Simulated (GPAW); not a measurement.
# BaS (Fm-3m) in GPAW: settings compared

One crystal, BaS, is run at these levels: BLYP, PBEsol+D3(BJ); tasks: band structure, equation of state.

All numbers are computed with GPAW 26.7.0; they aren't measurements. Logs are shortened: lines on timing, memory, paths and dates and some standing lists are left out, and cuts for length are marked. The log counts tension as positive stress, the text compression.

**Measured values to compare with.**

A printed reference work, monograph, original work of 1988 reports, for a bulk crystal of BaS at 2 K: band gap 3.806 eV (indirect).

The results are compared with them further down.

## Step 1: The crystal as given

The structure is cubic, space group Fm-3m (No. 225). Conventional cell: a = 6.388 Å, b = 6.388 Å, c = 6.388 Å, α = 90.00°, β = 90.00°, γ = 90.00°. Ba (site symmetry m-3m) has 6 S at 3.19 Å as nearest neighbours. Around S (site symmetry m-3m) lie 6 Ba at 3.19 Å.

## Step 2: Band structure, BLYP, spin-orbit coupling, no magnetisation

run.py

```python
import numpy as np
from ase.dft.bandgap import bandgap
from ase.io import read, write
from ase.units import GPa
from gpaw import GPAW, PW, setup_paths
from gpaw.spinorbit import soc_eigenstates

setup_paths.insert(0, '.')

atoms = read('POSCAR')

calc = GPAW(mode=PW(600),
            xc='BLYP',
            kpts={'size': (7, 7, 7), 'gamma': True},
            occupations={'name': 'fermi-dirac', 'width': 0.05},
            nbands=16,
            convergence={'density': 1e-05, 'energy': 1e-05},
            eigensolver='davidson',
            maxiter=150,
            txt='gpaw.txt')
atoms.calc = calc
energy = atoms.get_potential_energy()
forces = atoms.get_forces()
stress = atoms.get_stress()
calc.write('gs.gpw')
write('result.traj', atoms)
print(f'Energy: {energy:.6f} eV')
print('Forces (eV/A):')
print(forces.round(4))
print('Stress (GPa):', (stress / GPa).round(3))
print('Fermi level:', round(calc.get_fermi_level(), 4), 'eV')
print(f'Gap: {bandgap(calc)[0]:.4f} eV, direct: {bandgap(calc, direct=True)[0]:.4f} eV')

path = atoms.cell.bandpath('GXWKGLUWLK,UX', npoints=80, eps=1e-4)
bs_calc = calc.fixed_density(kpts=path, symmetry='off', nbands=29,
                             convergence={'bands': 'CBM+6.0', 'eigenstates': 1e-6}, txt='bands.txt')
bs = bs_calc.band_structure()
bs.write('bs.json')
print(f'Gap on the path: {bandgap(bs_calc)[0]:.4f} eV')

soc = soc_eigenstates(bs_calc, theta=90, phi=0)
np.savetxt('soc_bands.dat', soc.eigenvalues(), fmt='%.4f')
mesh = soc_eigenstates('gs.gpw', theta=90, phi=0)
np.savetxt('soc_mesh.dat', mesh.eigenvalues(), fmt='%.4f')
print('Fermi level with spin-orbit coupling:', round(mesh.fermi_level, 4), 'eV')
```

POSCAR

```
BaS
1.0
    0.0000000000      3.1937500000      3.1937500000
    3.1937500000      0.0000000000      3.1937500000
    3.1937500000      3.1937500000      0.0000000000
Ba S
1 1
Direct
    0.0000000000      0.0000000000      0.0000000000
    0.5000000000      0.5000000000      0.5000000000
```

Potentials or basis: PAW data sets generated in the run's folder for this functional, pw.

Launch:

```bash
gpaw-setup -f BLYP Ba S
OMP_NUM_THREADS=1 python run.py
```

gpaw.txt:

```text
__  _  _
 | _ |_)|_||  |
 |__||  | ||/\| - 26.7.0

Input parameters:
  mode=PW(ecut=600.0),
  convergence={'density': 1e-05, 'energy': 1e-05},
  eigensolver=Davidson(niter=2),
  kpts=MonkhorstPack(size=(7, 7, 7), gamma=True),
  maxiter=150,
  nbands=16,
  occupations=Occupations(name='fermi-dirac', width=0.05),
  xc=XC(name='BLYP')

Diagonalizing LCAO Hamiltonian
Converting LCAO to pw mode

                 S

       Ba

Atoms  # Å, Bohr magnetons
|   | symbol |        x |        y |        z |    initial magnetic moments |
|---|--------|----------|----------|----------|-----------------------------|
| 0 |     Ba | 0.000000 | 0.000000 | 0.000000 | ( 0.0000,  0.0000,  0.0000) |
| 1 |      S | 3.193750 | 3.193750 | 3.193750 | ( 0.0000,  0.0000,  0.0000) |

Unit cell  # Å
| periodic |        x |        y |        z |  lengths |    angles |
|----------|----------|----------|----------|----------|-----------|
|      yes | 0.000000 | 3.193750 | 3.193750 | 4.516645 | 60.000000 |
|      yes | 3.193750 | 0.000000 | 3.193750 | 4.516645 | 60.000000 |
|      yes | 3.193750 | 3.193750 | 0.000000 | 4.516645 | 60.000000 |

Number of symmetries: 48
Symmetry operations  # r_c * U_cc + t_c -> r_c
|    | kind |            matrix            |
|----|------|------------------------------|
|  0 |  σ   |  1, 0, 0,  1, 0,-1,  1,-1, 0 |
|  1 |  C2  |  1, 0, 0,  1,-1, 0,  1, 0,-1 |
|  2 |  E   |  1, 0, 0,  0, 1, 0,  0, 0, 1 |
|  3 |  σ   |  1, 0, 0,  0, 0, 1,  0, 1, 0 |
|  4 |  C4  |  1, 0,-1,  1, 0, 0,  1,-1, 0 |
|  5 |  S6  |  1, 0,-1,  1,-1, 0,  1, 0, 0 |
|  6 |  σ   |  1, 0,-1,  0, 1,-1,  0, 0,-1 |
|  7 |  C3  |  1, 0,-1,  0, 0,-1,  0, 1,-1 |
|  8 |  S6  |  1,-1, 0,  1, 0, 0,  1, 0,-1 |
|  9 |  C4  |  1,-1, 0,  1, 0,-1,  1, 0, 0 |
| 10 |  C3  |  1,-1, 0,  0,-1, 1,  0,-1, 0 |
| 11 |  σ   |  1,-1, 0,  0,-1, 0,  0,-1, 1 |
| 12 |  σ   |  0, 1, 0,  1, 0, 0,  0, 0, 1 |
| 13 |  C4  |  0, 1, 0,  0, 1,-1, -1, 1, 0 |
| 14 |  C3  |  0, 1, 0,  0, 0, 1,  1, 0, 0 |
| 15 |  S6  |  0, 1, 0, -1, 1, 0,  0, 1,-1 |
| 16 |  C2  |  0, 1,-1,  1, 0,-1,  0, 0,-1 |
| 17 |  σ   |  0, 1,-1,  0, 1, 0, -1, 1, 0 |
| 18 |  S4  |  0, 1,-1,  0, 0,-1,  1, 0,-1 |
| 19 |  C4  |  0, 1,-1, -1, 1, 0,  0, 1, 0 |
| 20 |  C3  |  0, 0, 1,  1, 0, 0,  0, 1, 0 |
| 21 |  σ   |  0, 0, 1,  0, 1, 0,  1, 0, 0 |
| 22 |  S6  |  0, 0, 1,  0,-1, 1, -1, 0, 1 |
| 23 |  C4  |  0, 0, 1, -1, 0, 1,  0,-1, 1 |
| 24 |  S4  |  0, 0,-1,  1, 0,-1,  0, 1,-1 |
| 25 |  C3  |  0, 0,-1,  0, 1,-1,  1, 0,-1 |
| 26 |  C2  |  0, 0,-1,  0,-1, 0, -1, 0, 0 |
| 27 |  S6  |  0, 0,-1, -1, 0, 0,  0,-1, 0 |
| 28 |  S4  |  0,-1, 1,  1,-1, 0,  0,-1, 0 |
| 29 |  C4  |  0,-1, 1,  0, 0, 1, -1, 0, 1 |
| 30 |  C2  |  0,-1, 1,  0,-1, 0,  1,-1, 0 |
| 31 |  σ   |  0,-1, 1, -1, 0, 1,  0, 0, 1 |
| 32 |  C3  |  0,-1, 0,  1,-1, 0,  0,-1, 1 |
| 33 |  S6  |  0,-1, 0,  0, 0,-1, -1, 0, 0 |
| 34 |  S4  |  0,-1, 0,  0,-1, 1,  1,-1, 0 |
| 35 |  C2  |  0,-1, 0, -1, 0, 0,  0, 0,-1 |
| 36 |  C2  | -1, 1, 0,  0, 1, 0,  0, 1,-1 |
| 37 |  S6  | -1, 1, 0,  0, 1,-1,  0, 1, 0 |
| 38 |  S4  | -1, 1, 0, -1, 0, 1, -1, 0, 0 |
| 39 |  C3  | -1, 1, 0, -1, 0, 0, -1, 0, 1 |
| 40 |  S6  | -1, 0, 1,  0, 0, 1,  0,-1, 1 |
| 41 |  C2  | -1, 0, 1,  0,-1, 1,  0, 0, 1 |
| 42 |  C3  | -1, 0, 1, -1, 1, 0, -1, 0, 0 |
| 43 |  S4  | -1, 0, 1, -1, 0, 0, -1, 1, 0 |
| 44 |  C2  | -1, 0, 0,  0, 0,-1,  0,-1, 0 |
| 45 |  i   | -1, 0, 0,  0,-1, 0,  0, 0,-1 |
| 46 |  σ   | -1, 0, 0, -1, 1, 0, -1, 0, 1 |
| 47 |  C2  | -1, 0, 0, -1, 0, 1, -1, 1, 0 |

BZ-sampling:
  Number of BZ points: 343
  Number of IBZ points: 20

  Monkhorst-Pack size: [7, 7, 7]
[... 65 lines left out ...]
    Using partial waves for Ba as LCAO basis

  S:
    name:    Sulfur
    Z:       16.0
    valence: 6
    core:    10
    charge:  0.0  # [|e|]
    compensation charges:
      type: gauss
      rc: 0.24  # [Å]
      lmax: 2
    cutoffs:
      filter: 1.77  # [Å]
      core: 1.66  # [Å]
    projectors
    | kind |    occ | energy [eV] | rcut [Å] |
    |------|--------|-------------|----------|
    |   3s |  2.000 |     -17.111 |    0.974 |
    |   3p |  4.000 |      -6.865 |    0.979 |
    |    s |        |      10.101 |    0.974 |
    |    p |        |      20.346 |    0.979 |
    |    d |        |       0.000 |    0.900 |

    Using partial waves for S as LCAO basis

Reference energy: -232159.999839  # eV

eigensolver:
  Davidson
  Converge bands: occupied
  niter=2

density mixing:
  MSR1-Mixer
  Pratt-step length: 0.05
  Maximum mixing coefficient: 0.75
  Old densities: 10
  SVD Regularization: 0.005
  Good broyden scale: 1.0
  Trust region scale: 1.0
  Backstep threshold: 4.0
  History deletion threshold: 6.0
  Fourier metric: weight=20.0, sigma=0.015

occupation numbers:
  Fermi-Dirac:
    width: 0.0500  # eV

poisson solver:
  ecut: 4800.0  # eV

xc functional:
  name: BLYP with 2 nearest neighbor stencil

convergence criteria:
- Maximum integral of absolute [dens]ity change: 1e-05 electrons / valence electron
- Maximum [total energy] change in last 3 cyles: 1e-05 eV / valence electron
- Maximum integral of absolute [eigenst]ate change: 4e-08 eV^2 / valence electron
maximum number of iterations: 150

SCF iterations
|iter     | |      energy | eigst |  dens |
|---------|-|-------------|-------|-------|
|iter:   1| |   -9.788084 | -0.32 |       |
|iter:   2| |   -9.645770 | -2.18 | -0.98 |
|iter:   3| |   -9.169047 | -1.88 | -1.03 |
|iter:   4| |   -9.171071 | -3.38 | -1.54 |
|iter:   5| |   -9.172875 | -3.87 | -1.90 |
|iter:   6| |   -9.172915 | -5.07 | -2.98 |
|iter:   7| |   -9.172927c| -6.04 | -3.46 |
|iter:   8| |   -9.172928c| -6.87 | -4.01 |
|iter:   9| |   -9.172928c| -8.19c| -4.91 |
|iter:  10| |   -9.172928c| -9.12c| -5.45c|

Converged in 10 steps
Energy contributions relative to reference atoms: (reference = -232159.999839)

Energy contributions:
  Kinetic:          15.607765
  Coulomb:         -13.496687
  Zero:             -0.034769
  External:          0.000000
  Xc:              -11.249238
  Entropy:          -0.000000
  Spinorbit:         0.000000
  ----------------------------
  Free energy:      -9.172928
  Extrapolated:     -9.172928

dipole moment: (-38.603797, -38.603797, -38.603797)  # |e|*Ang

Fermi level: 6.433
Eigenvalues  # (at kpt = [0.000, 0.000, 0.000])
| band index |      eig [eV] | occ [0-2] |
|------------|---------------|-----------|
|          0 |       -20.907 |     2.000 |
|          1 |        -5.949 |     2.000 |
|          2 |        -5.949 |     2.000 |
|          3 |        -5.949 |     2.000 |
|          4 |        -5.082 |     2.000 |
|          5 |         5.270 |     2.000 |
[... 8 lines left out ...]
|         14 |        14.216 |     0.000 |
|         15 |        21.660 |     0.000 |

Gap: 2.278 eV
Transition (v -> c):
  (s=0, k=0, n=7, [0.00, 0.00, 0.00]) -> (s=0, k=16, n=8, [0.43, 0.43, 0.00])
Direct/indirect transitions are different
Direct gap: 2.413 eV
Transition at: (s=0, k=16, n=7, [0.43, 0.43, 0.00])

Forces  # eV/Ang
|        x |        y |        z |
|----------|----------|----------|
| -0.00000 |  0.00000 |  0.00000 |  # Ba   0
|  0.00000 | -0.00000 | -0.00000 |  # S    1

Stress tensor  # eV/Ang^3
|         x |         y |         z |
|-----------|-----------|-----------|
| -0.021454 |  0.000000 |  0.000000 |
|  0.000000 | -0.021454 | -0.000000 |
|  0.000000 | -0.000000 | -0.021454 |

# Writing to gs.gpw (mode='')
```

It took 71 s on 1 thread of Arm Neoverse V1, shared host; peak memory 0.33 GiB.

What came out:

- Free energy: -9.1729 eV
- Pressure: 3.4 GPa
- Band gap on the k mesh: 2.22 eV, indirect (least direct gap 2.32 eV)
- Band gap along the path: 2.17 eV, indirect (least direct gap 2.25 eV)

Levels at the corners of the path, in eV from the valence-band top:
```csv
point,band 12,band 13,band 14,band 15,band 16,band 17,band 18,band 19,band 20,band 21
Γ,-0.15,0.00,0.00,0.00,0.00,3.71,3.71,3.82,3.82,3.82
X,-0.55,-0.23,-0.23,-0.08,-0.08,2.17,2.17,5.88,5.88,5.99
W,-1.14,-0.57,-0.57,-0.42,-0.42,4.28,4.28,4.32,4.32,6.23
K,-0.97,-0.64,-0.64,-0.52,-0.52,3.33,3.33,5.95,5.95,6.51
Γ,-0.15,0.00,0.00,0.00,0.00,3.71,3.71,3.82,3.82,3.82
L,-1.92,-1.12,-1.12,-1.09,-1.09,5.53,5.53,5.84,5.84,6.19
U,-0.97,-0.64,-0.64,-0.52,-0.52,3.33,3.33,5.95,5.95,6.51
W,-1.14,-0.57,-0.57,-0.42,-0.42,4.28,4.28,4.32,4.32,6.23
L,-1.92,-1.12,-1.12,-1.09,-1.09,5.53,5.53,5.84,5.84,6.19
K,-0.97,-0.64,-0.64,-0.52,-0.52,3.33,3.33,5.95,5.95,6.51
U,-0.97,-0.64,-0.64,-0.52,-0.52,3.33,3.33,5.95,5.95,6.51
X,-0.55,-0.23,-0.23,-0.08,-0.08,2.17,2.17,5.88,5.88,5.99
```

Caveat: spin-orbit coupling was added after a scalar SCF, so levels and gaps hold it while energy, forces, pressure and moments don't; this program's spin-orbit splittings come out too wide for heavy elements.

## Step 3: Equation of state, PBEsol+D3(BJ)

run.py

```python
import spglib
from ase import Atoms
from ase.calculators.mixing import SumCalculator
from ase.eos import EquationOfState
from ase.io import Trajectory, read
from ase.units import GPa
from dftd3.ase import DFTD3
from gpaw import GPAW, PW, setup_paths

setup_paths.insert(0, '.')

atoms = read('BaS.cif')
cell, positions, numbers = spglib.find_primitive(
    (atoms.cell[:], atoms.get_scaled_positions(), atoms.numbers), symprec=1e-4)
atoms = Atoms(numbers, cell=cell, scaled_positions=positions, pbc=True)

traj = Trajectory('eos.traj', 'w')
volumes, energies = [], []
for x in [0.94, 0.96, 0.98, 1.0, 1.02, 1.04, 1.06]:
    a = atoms.copy()
    a.set_cell(atoms.cell * x**(1 / 3), scale_atoms=True)
    calc = GPAW(mode=PW(600),
                xc='PBEsol',
                kpts={'size': (7, 7, 7), 'gamma': True},
                occupations={'name': 'fermi-dirac', 'width': 0.05},
                nbands=16,
                convergence={'density': 1e-05, 'energy': 1e-05},
                maxiter=150,
                txt=f'eos-{x:.2f}.txt')
    a.calc = SumCalculator([calc, DFTD3(method='pbesol', damping='d3bj')])
    energies.append(a.get_potential_energy())
    volumes.append(a.get_volume())
    p = -a.get_stress()[:3].mean() / GPa
    calc.write(f'eos-{x:.2f}.gpw')
    traj.write(a)
    print(f'{x:.2f} {volumes[-1]:10.4f} A^3 {energies[-1]:14.6f} eV {p:9.3f} GPa', flush=True)

v0, e0, B = EquationOfState(volumes, energies, eos='birchmurnaghan').fit()
print(f'V0 = {v0:.4f} A^3, E0 = {e0:.6f} eV, B0 = {B / GPa:.2f} GPa')
```

BaS.cif

```cif
data_BaS
_cell_length_a 6.38750000
_cell_length_b 6.38750000
_cell_length_c 6.38750000
_cell_angle_alpha 90.00000000
_cell_angle_beta 90.00000000
_cell_angle_gamma 90.00000000
_space_group_name_H-M_alt 'Fm-3m'
_space_group_name_Hall '-F 4 2 3'
_space_group_IT_number 225
loop_
_space_group_symop_operation_xyz
'x,y,z'
'-x,-y,-z'
'-y,x,z'
'y,-x,-z'
'-x,-y,z'
'x,y,-z'
'y,-x,z'
'-y,x,-z'
'x,-y,-z'
'-x,y,z'
'-y,-x,-z'
'y,x,z'
'-x,y,-z'
'x,-y,z'
'y,x,-z'
'-y,-x,z'
'z,x,y'
'-z,-x,-y'
'z,-y,x'
'-z,y,-x'
'z,-x,-y'
'-z,x,y'
'z,y,-x'
'-z,-y,x'
'-z,x,-y'
'z,-x,y'
'-z,-y,-x'
'z,y,x'
'-z,-x,y'
'z,x,-y'
'-z,y,x'
'z,-y,-x'
'y,z,x'
'-y,-z,-x'
'x,z,-y'
'-x,-z,y'
'-y,z,-x'
'y,-z,x'
'-x,z,y'
'x,-z,-y'
'-y,-z,x'
'y,z,-x'
'-x,-z,-y'
'x,z,y'
'y,-z,-x'
'-y,z,x'
'x,-z,y'
'-x,z,-y'
'x,y+1/2,z+1/2'
'-x,-y+1/2,-z+1/2'
'-y,x+1/2,z+1/2'
'y,-x+1/2,-z+1/2'
[... 63 lines left out ...]
'-z+1/2,y,-x+1/2'
'z+1/2,-x,-y+1/2'
'-z+1/2,x,y+1/2'
'z+1/2,y,-x+1/2'
'-z+1/2,-y,x+1/2'
'-z+1/2,x,-y+1/2'
'z+1/2,-x,y+1/2'
'-z+1/2,-y,-x+1/2'
'z+1/2,y,x+1/2'
'-z+1/2,-x,y+1/2'
'z+1/2,x,-y+1/2'
'-z+1/2,y,x+1/2'
'z+1/2,-y,-x+1/2'
'y+1/2,z,x+1/2'
'-y+1/2,-z,-x+1/2'
'x+1/2,z,-y+1/2'
'-x+1/2,-z,y+1/2'
'-y+1/2,z,-x+1/2'
'y+1/2,-z,x+1/2'
'-x+1/2,z,y+1/2'
'x+1/2,-z,-y+1/2'
'-y+1/2,-z,x+1/2'
'y+1/2,z,-x+1/2'
'-x+1/2,-z,-y+1/2'
'x+1/2,z,y+1/2'
'y+1/2,-z,-x+1/2'
'-y+1/2,z,x+1/2'
'x+1/2,-z,y+1/2'
'-x+1/2,z,-y+1/2'
'x+1/2,y+1/2,z'
'-x+1/2,-y+1/2,-z'
'-y+1/2,x+1/2,z'
'y+1/2,-x+1/2,-z'
'-x+1/2,-y+1/2,z'
'x+1/2,y+1/2,-z'
'y+1/2,-x+1/2,z'
'-y+1/2,x+1/2,-z'
'x+1/2,-y+1/2,-z'
'-x+1/2,y+1/2,z'
'-y+1/2,-x+1/2,-z'
'y+1/2,x+1/2,z'
'-x+1/2,y+1/2,-z'
'x+1/2,-y+1/2,z'
'y+1/2,x+1/2,-z'
'-y+1/2,-x+1/2,z'
'z+1/2,x+1/2,y'
'-z+1/2,-x+1/2,-y'
'z+1/2,-y+1/2,x'
'-z+1/2,y+1/2,-x'
'z+1/2,-x+1/2,-y'
'-z+1/2,x+1/2,y'
'z+1/2,y+1/2,-x'
'-z+1/2,-y+1/2,x'
'-z+1/2,x+1/2,-y'
'z+1/2,-x+1/2,y'
'-z+1/2,-y+1/2,-x'
'z+1/2,y+1/2,x'
'-z+1/2,-x+1/2,y'
'z+1/2,x+1/2,-y'
'-z+1/2,y+1/2,x'
'z+1/2,-y+1/2,-x'
'y+1/2,z+1/2,x'
'-y+1/2,-z+1/2,-x'
'x+1/2,z+1/2,-y'
'-x+1/2,-z+1/2,y'
'-y+1/2,z+1/2,-x'
'y+1/2,-z+1/2,x'
'-x+1/2,z+1/2,y'
'x+1/2,-z+1/2,-y'
'-y+1/2,-z+1/2,x'
'y+1/2,z+1/2,-x'
'-x+1/2,-z+1/2,-y'
'x+1/2,z+1/2,y'
'y+1/2,-z+1/2,-x'
'-y+1/2,z+1/2,x'
'x+1/2,-z+1/2,y'
'-x+1/2,z+1/2,-y'
loop_
_atom_site_label
_atom_site_type_symbol
_atom_site_symmetry_multiplicity
_atom_site_Wyckoff_symbol
_atom_site_fract_x
_atom_site_fract_y
_atom_site_fract_z
_atom_site_occupancy
Ba1 Ba 4 a 0.0000000000 0.0000000000 0.0000000000 1
S1 S 4 b 0.5000000000 0.0000000000 0.0000000000 1
```

Potentials or basis: PAW data sets generated in the run's folder for this functional, pw.

Launch:

```bash
gpaw-setup -f PBEsol Ba S
OMP_NUM_THREADS=1 python run.py
```

It took 1.7 min on 1 thread of Arm Neoverse V1, shared host; peak memory 0.27 GiB.

Results (log left out):

```yaml
Equilibrium_volume: 30.95 Å³/atom
Bulk_modulus: 50 GPa
Pressure_derivative_of_the_bulk_modulus: 4.5
```

Energy against volume, from the lowest point:
```tsv
volume (Å³/atom)	energy (meV/atom)
30.622	0.01
31.273	0.00
31.925	4.02
32.576	11.66
33.228	22.52
33.879	36.24
34.531	52.52
```

The run has no spin-orbit coupling, so splittings on Ba are missing.

## Step 4: Against experiment

Step 2. Against the measured gap of BaS, 3.806 eV (indirect; 2 K; a printed reference work, monograph, original work of 1988), the calculated 2.17 eV is off by -1.64 eV. The value is that of BLYP, without temperature or zero-point motion. Semilocal functionals fall short of measured gaps as a rule.
